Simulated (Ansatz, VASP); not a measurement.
## One calculation of HgTe, two programs

```
Hg Te
1.0
     0.00000    3.18000    3.18000
     3.18000    0.00000    3.18000
     3.18000    3.18000    0.00000
Hg Te
1 1
Cartesian
  0.0000 0.0000 0.0000
  3.1800 3.1800 3.1800
```

Measurements of this composition are mostly on another form, of space group No. 216.

Alike in both runs: task single point; functional PBE; k mesh 7 × 7 × 7; occupations gaussian, width 0.011 eV; no spin polarisation.

```csv
,VASP,Ansatz
version,VASP 6.6.1,Ansatz 0.2.0
potentials or method,"VASP PAW PBE potentials, release 64 (Hg, Te)",Ansatz PAW
plane-wave cutoff (eV),520,420
valence electrons in the cell,18,36
```

|  | VASP | Ansatz | Ansatz less VASP |
| --- | --- | --- | --- |
| gap on the k mesh at the Fermi level (eV) | none | none | - |
| pressure (GPa) | -3.7 | -3.8 | -0.06 |

A gap of «none» marks a metal or a gap that the smearing closes. The two sets of potentials don't hold the same shells in valence.

Spin-orbit coupling is left out, which matters for the levels of Hg, Te.
